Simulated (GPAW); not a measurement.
## Ge: single point with PBE

Ge:

```xyz
2
Lattice="-2.5745 2.5745 1.3974 2.5745 -2.5745 1.3974 2.5745 2.5745 -1.3974" Properties=species:S:1:pos:R:3 pbc="T T T"
Ge    0.0000    0.0000    1.3974
Ge    2.5745    0.0000    0.6987
```

This isn't the form of Ge at room conditions, which is diamond.

```yaml
Program: GPAW 26.7.0
Task: single point
Functional: PBE
Potentials_or_basis: GPAW PAW data sets (gpaw-data 1.2.1)
Cutoff: 600 eV
Basis: pw
k_mesh: 11 × 11 × 11
Occupations: gaussian, width 0.028 eV
Spin: no spin polarisation
```

- Pressure: 3.1 GPa
- Band gap on the k mesh: none (metal or under the smearing width)

Stress tensor (GPa, compression positive):
```
2.94 0.00 0.00
0.00 2.94 0.00
0.00 0.00 3.30
```

Levels at points of the mesh, in eV from the Fermi level:
| k point | band 1 | band 2 | band 3 | band 4 | band 5 | band 6 | band 7 |
| --- | --- | --- | --- | --- | --- | --- | --- |
| (0.00, 0.00, 0.00) | -13.35 | -4.11 | -2.38 | -2.38 | 3.22 | 7.58 | 7.58 |

Run time: 24 s on 1 thread of Arm Neoverse V2, with other jobs on the host, peak memory 0.19 GiB.
